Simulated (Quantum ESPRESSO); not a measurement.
## ZnSe (Stilleite) under changes of volume

One of the cells (22.757 Å³/atom); the others are scaled copies at fixed shape and fractional positions:

```
Se Zn
1.0
     0.00000    2.83380    2.83380
     2.83380    0.00000    2.83380
     2.83380    2.83380    0.00000
Se Zn
1 1
Direct
  0.75000 0.75000 0.75000
  0.00000 0.00000 0.00000
```

```yaml
Program: Quantum ESPRESSO 7.5
Functional: r2SCAN
Potentials_or_basis: SG15 PBE 1.2
Cutoff: 952 eV
Density_cutoff: 3810 eV
k_mesh: 6 × 6 × 6
Occupations: fermi-dirac, width 0.05 eV
Spin: no spin polarisation
```

```tsv
volume (Å³/atom)	energy over the lowest point (meV/atom)	pressure (GPa)	gap on the mesh (eV)
21.391	25.45	5.4	2.05
21.846	12.46	3.7	1.96
22.301	?	?	?
22.757	0.20	0.7	1.79
23.212	0.00	-0.6	1.70
23.667	3.24	-1.7	1.62
24.122	9.55	-2.8	1.55
```

What does the run at 22.301 Å³/atom give?

Energy over the lowest point 4.21 meV/atom; pressure 2.1 GPa; gap on the mesh 1.87 eV.

Worked out: A Birch-Murnaghan fit of order 3 (a polynomial in V^(-2/3)) to the other rows has its minimum at 23.01 Å³/atom with B0 = V·E''(V) = 64 GPa and B' = 4.4. It gives 4.21 meV/atom at 22.301 Å³/atom, against the run's 4.21, and -dE/dV = 2.1 GPa, against 2.1. A straight line through the other rows of the gap, of slope -4.2 eV per unit of ln V (its deformation potential), gives 1.87 eV, against the run's 1.87.

Energies are extrapolated to zero smearing.

Caveats: the potentials were made for another functional, which shifts forces and pressure.

Spin-orbit coupling on Se is left out.
